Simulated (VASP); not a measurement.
**AlP: work function with PBEsol**

The system is AlP, a slab with vacuum.

```
Al P
1.0
     5.45100    0.00000    0.00000
     0.00000    3.85444    0.00000
     0.00000    0.00000   29.49054
Al P
8 8
Direct
  0.50000 0.50000 0.27127
  0.00000 0.00000 0.33662
  0.50000 0.50000 0.40197
  0.00000 0.00000 0.46732
  0.50000 0.50000 0.53268
  0.00000 0.00000 0.59803
  0.50000 0.50000 0.66338
  0.00000 0.00000 0.72873
  0.75000 0.00000 0.27127
  0.25000 0.50000 0.33662
  0.75000 0.00000 0.40197
  0.25000 0.50000 0.46732
  0.75000 0.00000 0.53268
  0.25000 0.50000 0.59803
  0.75000 0.00000 0.66338
  0.25000 0.50000 0.72873
```

```
Program                : VASP 6.6.1
Task                   : work function
Functional             : PBEsol
Potentials or basis    : VASP PAW PBE potentials, release 64 (Al, P)
Cutoff                 : 520 eV
k mesh                 : 4 × 6 × 1
Occupations            : gaussian, width 0.05 eV
Spin                   : no spin polarisation
Dipole correction      : yes
Further INCAR settings : ALGO = Fast; EDIFF = 1e-07
```

```
Largest force                          : 1.970 eV/Å
Band gap on the k mesh                 : 1.04 eV, indirect (least direct gap 1.11 eV)
Ionisation potential of the upper face : 4.97 eV
```

Forces in eV/Å, atoms in the order of the input:
```
Al   1.343  0.000  1.441
Al  -0.379  0.000  0.024
Al   0.257  0.000  0.090
Al  -0.040  0.000 -0.026
Al  -0.040  0.000  0.026
Al   0.257  0.000 -0.090
Al  -0.379  0.000 -0.024
Al   1.343  0.000 -1.441
P   -0.583  0.000 -1.210
P   -0.551  0.000 -0.529
P   -0.005  0.000  0.130
P   -0.042  0.000 -0.096
P   -0.042  0.000  0.096
P   -0.005  0.000 -0.130
P   -0.551  0.000  0.529
P   -0.583  0.000  1.210
```

Levels at points of the mesh, in eV from the valence-band top:
```csv
k point,band 28,band 29,band 30,band 31,band 32,band 33,band 34,band 35,band 36,band 37
"(0.00, 0.00, 0.00)",-0.30,-0.12,-0.11,-0.08,0.00,1.28,1.44,1.73,2.14,2.66
"(0.50, 0.00, 0.00)",-1.02,-0.61,-0.61,-0.15,-0.15,1.28,1.28,2.87,2.87,3.03
"(0.00, 0.50, 0.00)",-1.92,-1.44,-1.44,-0.07,-0.07,1.04,1.04,1.68,1.68,2.48
"(0.50, 0.50, 0.00)",-1.42,-1.04,-1.04,-0.07,-0.07,1.16,1.16,3.24,3.24,3.83
```

Run time: 3.1 min on 8 MPI ranks on Intel(R) Xeon(R) Platinum 8488C (Sapphire Rapids) (shared host), peak memory 0.74 GiB a rank.

Caveat: the PAW data sets were made with another functional, which shifts forces and pressure a little.
